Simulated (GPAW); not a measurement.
The system is Bi.

```
CELL_PARAMETERS angstrom
3.23838 0.00000 0.00000
0.00000 3.22164 0.00000
-0.08045 0.00000 6.44389
ATOMIC_POSITIONS crystal
Bi 0.54425 0.00000 0.74958
Bi 0.45575 0.00000 0.25042
```

This isn't the form of Bi at room conditions, which is rhombohedral.

Base run:

| Item | Value |
| --- | --- |
| Program | GPAW 26.7.0 |
| Functional | PBEsol |
| Potentials or basis | PAW data sets generated in the run's folder for this functional |
| Cutoff | 600 eV |
| Basis | pw |
| k mesh | 6 × 6 × 3 |
| Occupations | fermi-dirac, width 0.05 eV |
| Spin | no spin polarisation |

Its results: pressure -0.2 GPa; largest force 0.075 eV/Å.

Task: The run is repeated on the same cell with these changes: functional from PBEsol to LDA; potentials or basis from PAW data sets generated in the run's folder for this functional to the program's PAW data sets (release 1.2.1) made for this functional. What comes out?

Result: Pressure -1.5 GPa; largest force 0.089 eV/Å.
